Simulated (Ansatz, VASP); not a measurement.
## Two plane-wave programs on TiCo

INCAR

```
  PREC = Accurate
  ENCUT = 520
  EDIFF = 1E-7
  ISMEAR = -1
  SIGMA = 0.05
  LREAL = F
  LASPH = T
  NELM = 100
  ALGO = Normal
  ISIF = 2
  LWAVE = F
  LCHARG = F
  ISPIN = 2
  MAGMOM = 2 1
  LORBIT = 11
  LMAXMIX = 4
  GGA = PS
  NBANDS = 22
```

Contents of KPOINTS:

```
regular mesh
0
Gamma
  9 9 9
```

POSCAR

```
TiCo
1.0
    3.0446770546      0.0000000000      0.0000000000
    0.0000000000      3.0446770546      0.0000000000
    0.0000000000      0.0000000000      3.0446770546
Co Ti
1 1
Direct
    0.5000000000      0.5000000000      0.5000000000
    0.0000000000      0.0000000000      0.0000000000
```

The input input.yaml:

```yaml
crystal:
  lattice:
    - [3.0446770546, 0.0, 0.0]
    - [0.0, 3.0446770546, 0.0]
    - [0.0, 0.0, 3.0446770546]
  atoms:
    - { symbol: Co, position: [0.5, 0.5, 0.5], spin: 2.0 }
    - { symbol: Ti, position: [0.0, 0.0, 0.0], spin: 1.0 }
hamiltonian:
  xc: pbesol
  pseudopotentials: { kind: paw }
magnetization:
  spin_polarized: true
kpoints:
  mp_grid: { grid: [9, 9, 9] }
scf:
  occupations: { method: fermi_dirac, width: 0.05 }
output:
  forces: true
  stress: true
  eigenvalues: true
```

Change from the starting cell: volume scaled by 1.06.

Alike in both runs: task single point; functional PBEsol; k mesh 9 × 9 × 9; occupations fermi-dirac, width 0.05 eV; collinear spin, ferromagnetic start.

|  | VASP | Ansatz |
| --- | --- | --- |
| version | VASP 6.6.1 | Ansatz 0.2.0 |
| potentials or method | VASP PAW PBE potentials, release 64 (Co, Ti_sv) | Ansatz PAW |
| plane-wave cutoff (eV) | 520 | 420 |
| valence electrons in the cell | 21 | 29 |

```tsv
	VASP	Ansatz	Ansatz less VASP
gap on the k mesh at the Fermi level (eV)	none	none	-
pressure (GPa)	-15.9	-15.6	+0.34
net moment per atom (μB)	0.40	0.42	+0.014
size of the moment on the site where the two differ most (μB)	0.92	0.97	+0.049
```

Site moments also hang on the region over which each program counts them. A gap of «none» marks a metal or a gap that the smearing closes. With one functional, cell and mesh, what is left measures potentials, basis and numerics. The two sets of potentials don't hold the same shells in valence.

Caveats: the PAW data sets were made with another functional, which shifts forces and pressure a little (VASP); the PAW data sets come from PBE, with cores solved anew for the run's functional, which leaves a small shift of forces and pressure (Ansatz).
